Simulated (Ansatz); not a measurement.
Crystal: I.

```
I
1.0
     3.63503   -2.39502    0.00000
     3.63503    2.39502    0.00000
     0.00000    0.00000    9.79344
I
4
Direct
  0.64930 0.35070 0.38440
  0.14930 0.85070 0.11560
  0.35070 0.64930 0.61560
  0.85070 0.14930 0.88440
```

Program: Ansatz 0.2.0. Alike in all runs: task single point; level HSE06 form with a typed share of exact exchange; potentials or basis Ansatz PAW; no spin polarisation; cell as given; k mesh 4 × 4 × 2; cutoff (eV) 420; smearing fermi-dirac 0.05 eV.

Order these runs on this cell by their band gap on the k mesh, lowest first.
A. screening (1/Å) 0.2; share of exact exchange 0.15
B. screening (1/Å) 0.2; share of exact exchange 0.1
C. screening (1/Å) 0.2; share of exact exchange 0.2
D. screening (1/Å) 0.1; share of exact exchange 0.25
E. screening (1/Å) 0.15; share of exact exchange 0.25

B (1.63 eV), A (1.80 eV), C (1.98 eV), E (2.30 eV), D (2.46 eV).

Caveats: spin-orbit coupling is left out, which moves the levels of the heavy elements.

A k mesh can miss the band edges.
